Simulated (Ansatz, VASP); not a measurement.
As: VASP beside Ansatz

File INCAR:

```
ALGO     = Normal         # electronic algorithm
EDIFF    = 1E-7           # SCF threshold, eV
ENCUT    = 520            # plane-wave cutoff, eV
GGA      = PS             # functional
ISIF     = 2              # what is computed and relaxed
ISMEAR   = -1             # smearing method
LASPH    = T              # aspherical terms in the spheres
LCHARG   = F              # write CHGCAR
LREAL    = F              # projectors in reciprocal space
LWAVE    = F              # write WAVECAR
NBANDS   = 8              # bands
NELM     = 60             # most SCF steps
PREC     = Accurate       # precision mode
SIGMA    = 0.05           # smearing width, eV
```

File KPOINTS:

```
k-points
0
Gamma
  10 10 10
```

The input POSCAR:

```
As
1.0
    2.7392605843      0.0000000000      0.0000000000
    0.0000000000      2.7392605843      0.0000000000
    0.0000000000      0.0000000000      2.7392605843
As
1
Direct
    0.5000000000      0.5000000000      0.5000000000
```

Contents of input.yaml:

```yaml
crystal:
  lattice:
    - [2.7392605843, 0.0, 0.0]
    - [0.0, 2.7392605843, 0.0]
    - [0.0, 0.0, 2.7392605843]
  atoms:
    - { symbol: As, position: [0.5, 0.5, 0.5] }
hamiltonian:
  xc: pbesol
  pseudopotentials: { kind: paw }
kpoints:
  mp_grid: { grid: [10, 10, 10] }
scf:
  occupations: { method: fermi_dirac, width: 0.05 }
output:
  forces: true
  stress: true
  eigenvalues: true
```

Change from the starting cell: volume scaled by 1.04.

Alike in both runs: task single point; functional PBEsol; k mesh 10 × 10 × 10; occupations fermi-dirac, width 0.05 eV; no spin polarisation.

|  | VASP | Ansatz |
| --- | --- | --- |
| version | VASP 6.6.1 | Ansatz 0.2.0 |
| potentials or method | VASP PAW PBE potentials, release 64 (As) | Ansatz PAW |
| plane-wave cutoff (eV) | 520 | 420 |
| valence electrons in the cell | 5 | 15 |

Ansatz gave:

* gap on the k mesh at the Fermi level (eV): none
* pressure (GPa): -4.6

Problem. Estimate VASP's values.

Solution. gap on the k mesh at the Fermi level (eV): none; pressure (GPa): -4.4.

A gap of «none» marks a metal or a gap that the smearing closes. With one functional, cell and mesh, what is left measures potentials, basis and numerics. The two sets of potentials don't hold the same shells in valence.

Caveats: the PAW data sets were made with another functional, which shifts forces and pressure a little (VASP); the PAW data sets come from PBE, with cores solved anew for the run's functional, which leaves a small shift of forces and pressure (Ansatz).
